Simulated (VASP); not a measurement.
Here is a VASP 6.6.1 calculation.

The input POSCAR:

```
HfO2
1.0
    4.8135329900      0.0000000000      0.0000000000
    0.0000000000      4.8135329900      0.0000000000
    0.0000000000      0.0000000000      3.2054154100
Hf O
2 4
Direct
    0.5000000000      0.5000000000      0.5000000000
    0.0000000000      0.0000000000      0.0000000000
    0.8050448800      0.1949551200      0.5000000000
    0.6949551200      0.6949551200      0.0000000000
    0.3050448800      0.3050448800      0.0000000000
    0.1949551200      0.8050448800      0.5000000000
```

INCAR.step1

```
SYSTEM = HfO2
AGGAC = 1.0
AGGAX = 1.0
ALDAC = 0.0
ALDAX = 1.0
ALGO = Normal
EDIFF = 1E-6
ENCUT = 520
GGA = B5
ISIF = 2
ISMEAR = -1
LASPH = .True.
LCHARG = .True.
LMAXMIX = 4
LREAL = .False.
LWAVE = .False.
NELM = 80
PREC = Accurate
SIGMA = 0.05
```

Contents of KPOINTS.step1:

```
k-points
0
Gamma
  6 6 8
  0 0 0
```

Contents of INCAR.step2:

```
SYSTEM = HfO2
AGGAC = 1.0
AGGAX = 1.0
ALDAC = 0.0
ALDAX = 1.0
ALGO = Normal
EDIFF = 1E-6
ENCUT = 520
GGA = B5
ICHARG = 11
ISIF = 2
ISMEAR = 0
LASPH = .True.
LCHARG = .False.
LMAXMIX = 4
LREAL = .False.
LWAVE = .False.
NELM = 80
PREC = Accurate
SIGMA = 0.05
```

Contents of KPOINTS.step2:

```
path GXMGZRAZ,XR,MA
10
line-mode
reciprocal
 0.0000000000  0.0000000000  0.0000000000  G
 0.0000000000  0.5000000000  0.0000000000  X

 0.0000000000  0.5000000000  0.0000000000  X
 0.5000000000  0.5000000000  0.0000000000  M

 0.5000000000  0.5000000000  0.0000000000  M
 0.0000000000  0.0000000000  0.0000000000  G

 0.0000000000  0.0000000000  0.0000000000  G
 0.0000000000  0.0000000000  0.5000000000  Z

 0.0000000000  0.0000000000  0.5000000000  Z
 0.0000000000  0.5000000000  0.5000000000  R

 0.0000000000  0.5000000000  0.5000000000  R
 0.5000000000  0.5000000000  0.5000000000  A

 0.5000000000  0.5000000000  0.5000000000  A
 0.0000000000  0.0000000000  0.5000000000  Z

 0.0000000000  0.5000000000  0.0000000000  X
 0.0000000000  0.5000000000  0.5000000000  R

 0.5000000000  0.5000000000  0.0000000000  M
 0.5000000000  0.5000000000  0.5000000000  A
```

Potentials or basis: VASP PAW PBE potentials, release 64 (Hf_pv, O).

The run is started by

```console
$ cat potpaw_PBE.64/Hf_pv/POTCAR potpaw_PBE.64/O/POTCAR > POTCAR
$ cp INCAR.step1 INCAR
$ cp KPOINTS.step1 KPOINTS
$ mpirun -np 1 vasp_std > vasp.out
$ cp INCAR.step2 INCAR
$ cp KPOINTS.step2 KPOINTS
$ mpirun -np 1 vasp_std > vasp.out
```

Task: Predict the band gap along the path.

Result: 4.02 eV, direct.

Task: Predict the band gap on the k mesh.

Result: 4.02 eV, direct.

Levels at the corners of the path, in eV from the valence-band top:
```tsv
point	band 20	band 21	band 22	band 23	band 24	band 25
Γ	-0.49	-0.49	0.00	4.02	4.19	5.23
X	-1.44	-0.65	-0.65	4.67	4.67	6.23
X	-1.44	-0.65	-0.65	4.67	4.67	6.23
M	-1.12	-0.82	-0.82	4.24	4.24	5.67
M	-1.12	-0.82	-0.82	4.24	4.24	5.67
Γ	-0.49	-0.49	0.00	4.02	4.19	5.23
Γ	-0.49	-0.49	0.00	4.02	4.19	5.27
Z	-2.04	-0.95	-0.95	5.61	5.62	6.13
Z	-2.04	-0.95	-0.95	5.61	5.61	6.14
R	-1.72	-0.92	-0.92	4.23	4.23	6.35
R	-1.72	-0.92	-0.92	4.23	4.23	6.35
A	-1.10	-0.50	-0.50	5.14	5.14	5.92
A	-1.10	-0.50	-0.50	5.14	5.14	5.92
Z	-2.04	-0.95	-0.95	5.61	5.61	6.13
X	-1.44	-0.65	-0.65	4.67	4.67	6.23
R	-1.72	-0.92	-0.92	4.23	4.23	6.35
M	-1.12	-0.82	-0.82	4.24	4.24	5.67
A	-1.10	-0.50	-0.50	5.14	5.14	5.92
```

Caveat: the log is that of the step along the path at fixed density, whose energy, stress, charges and moments have no meaning; spin-orbit coupling is left out, which moves the levels of the heavy elements.
